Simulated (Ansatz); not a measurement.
Working through a cohesive energy from free atoms of Mg and its free atoms

Computed with Ansatz 0.2.0 through its Python package.

`mg_mg.extxyz`
```text
2
Lattice="3.2093 0.0 0.0 -1.60465 2.77933533 0.0 0.0 0.0 5.2103" Properties=species:S:1:pos:R:3 pbc="T T T"
Mg   -0.00000000    1.85289022    1.30257500
Mg    1.60465000    0.92644511    3.90772500
```

Run as a notebook:

In [1]:
```python
from collections import Counter
import warnings

import ansatz as az
```

In [2]:
```python
def counts(outcome):
    return Counter(site.symbol for site in outcome.lattice.sites)
```

In [3]:
```python
UNPAIRED = {'Mg': 0}  # unpaired electrons of the free atoms
```

In [4]:
```python
def solve(name, crystal):
    calc = (
        crystal.calculation()
        .functional('pbe')
        .basis(450)
        .scf(tolerance=1e-08)
        .kpoints(spacing=0.3)
        .occupations('gaussian', width=0.02)
    )
    if name.endswith(' atom'):
        calc = calc.kpoints(1, 1, 1).occupations('fermi_dirac', width=0.01)
        if UNPAIRED[name.split()[0]]:
            calc = calc.spin('collinear')
        return calc.run(threads=1)
    calc = calc.relax(force_tolerance=0.03, max_steps=40, cell=True)
    return calc.run(threads=1)
```

In [5]:
```python
warnings.simplefilter('ignore', az.DeckWarning)

phases = {}
mg = az.Crystal.from_extxyz('mg_mg.extxyz')
phases['Mg'] = mg
# a box with unlike edges lets an open shell break the spherical symmetry
for element, moment in UNPAIRED.items():
    phases[f'{element} atom'] = az.Lattice.orthorhombic(10.0, 10.5, 11.0).atom(element, (0.5, 0.5, 0.5), moment=moment or None)

done = {}
for name, crystal in phases.items():
    done[name] = solve(name, crystal)
    print(f'{name}: {done[name].report["energy_sigma0_ev"]:.4f} eV, {len(done[name].lattice.sites)} atoms')

print({element: round(done[f'{element} atom'].report['magnetization_mub'], 2) for element in UNPAIRED}, 'muB on the free atoms')
solid = done['Mg']
n = counts(solid)
binding = (sum(k * done[f'{e} atom'].report['energy_sigma0_ev'] for e, k in n.items()) - solid.report['energy_sigma0_ev']) / sum(n.values())
print(f'cohesive energy {binding:.3f} eV/atom = {96.4853 * binding:.0f} kJ/mol of atoms (no zero-point energy)')
```
```text
Mg: -3847.6311 eV, 2 atoms
Mg atom: -1922.3090 eV, 1 atoms
{'Mg': 0.0} muB on the free atoms
cohesive energy 1.507 eV/atom = 145 kJ/mol of atoms (no zero-point energy)
```

Total energies depend on the potentials; only differences at equal settings carry meaning. The magnetic order follows from the starting moments and needn't be the lowest. For the metals among these phases the mesh is modest: differences between phases can be off by up to 40 meV an atom. The program warned that this SCF threshold is loose for forces or stresses. The cells come from databases of deposited and of computed structures, and not all need be stable phases. Free atoms in a box carry small image and symmetry errors, and spin-orbit coupling is left out. The script silences the warnings on its input, which a real study should read. Hardware and time: 6 s on 1 thread of Arm Neoverse V1, with other jobs on the host, peak memory 0.64 GiB.

(Lines on the test bed's own set-up are left out of the output.)
